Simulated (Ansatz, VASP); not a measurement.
**One calculation of SiNi2, two programs**

```
Si Ni
1.0
     3.96953    0.00000    0.00000
    -1.98477    3.43772    0.00000
     0.00000    0.00000    2.48758
Si Ni
1 2
Direct
  0.00000 0.00000 0.00000
  0.33333 0.66667 0.50000
  0.66667 0.33333 0.50000
```

Alike in both runs: functional PBE; k mesh 6 × 6 × 6; occupations gaussian, width 0.1 eV; no spin polarisation.

Ansatz relaxed the structure, and its values are those at the end. VASP's run is a single point on that final structure, the one shown.

|  | VASP | Ansatz |
| --- | --- | --- |
| version | VASP 6.6.1 | Ansatz 0.2.0 |
| potentials or method | VASP PAW PBE potentials, release 64 (Si, Ni) | scalar-relativistic, plane waves, PAW |
| plane-wave cutoff (eV) | 520 | 420 |
| valence electrons in the cell | 24 | 40 |

Ansatz gave:

- gap on the k mesh at the Fermi level (eV): none
- pressure (GPa): -0.2

**Question.** What did VASP give for the same quantities?

**Answer.** gap on the k mesh at the Fermi level (eV): none; pressure (GPa): -0.1.

A gap of «none» marks a metal or a gap that the smearing closes. The two sets of potentials don't hold the same shells in valence.

Caveats: the k mesh is coarse (spacing up to 0.42 Å⁻¹), so the values aren't converged. Spin polarisation is off, so any magnetic state and its effect on volume and gap are missing.
